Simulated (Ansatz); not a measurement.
**AlN: one atom moved over a plane**

Computed with DFT LDA, scalar-relativistic, plane waves, PAW in Ansatz 0.2.0. Cutoff 300 eV, Γ-centred 6×6×4 k-points, Gaussian smearing of 0.05 eV. The mesh is coarse. The cutoff lies under the one recommended for these potentials. No spin polarisation. Energies are free energies at this smearing, counted from the undisturbed cell; pressure is positive in compression.

Reference structure (as given, not relaxed at this level; it stands at -9.6 GPa; this form isn't the usual structure):

```yaml
crystal:
  lattice:
    - [3.31212, 0.00000, 0.00000]
    - [-1.65606, 2.86838, 0.00000]
    - [0.00000, 0.00000, 4.18756]
  atoms:
    - { symbol: Al, position: [0.33333, 0.66667, 0.75000] }
    - { symbol: Al, position: [0.66667, 0.33333, 0.25000] }
    - { symbol: N, position: [0.33333, 0.66667, 0.25000] }
    - { symbol: N, position: [0.66667, 0.33333, 0.75000] }
```

Atom 1 (Al) is moved by p along (1.000, 0.000, 0.000) and q along (0.000, 1.000, 0.000) (Å), all else fixed. Points are written (p, q). At -10 GPa the given cell is far from its own equilibrium, so these figures belong to a strongly strained crystal.

Energy above the undisturbed cell in eV/cell (a dash: not computed):

```
 p \ q  -0.200  -0.100  0.000  0.100  0.200
-0.200    0.87    0.54   0.34      ?   0.56
-0.100    0.41    0.19   0.08      ?   0.45
 0.000       ?    0.07   0.00   0.09   0.42
 0.100    0.41    0.19   0.08      ?   0.45
 0.200    0.87    0.54   0.34      ?   0.56
```

(1) Fill in the withheld energies.

## Answers

(1) (-0.200, 0.100): 0.33; (-0.100, 0.100): 0.15; (0.000, -0.200): 0.27; (0.100, 0.100): 0.15; (0.200, 0.100): 0.33.

Cost: 15 runs of about 0.46 core-minutes in all, on Arm Neoverse V1 (shared hosts).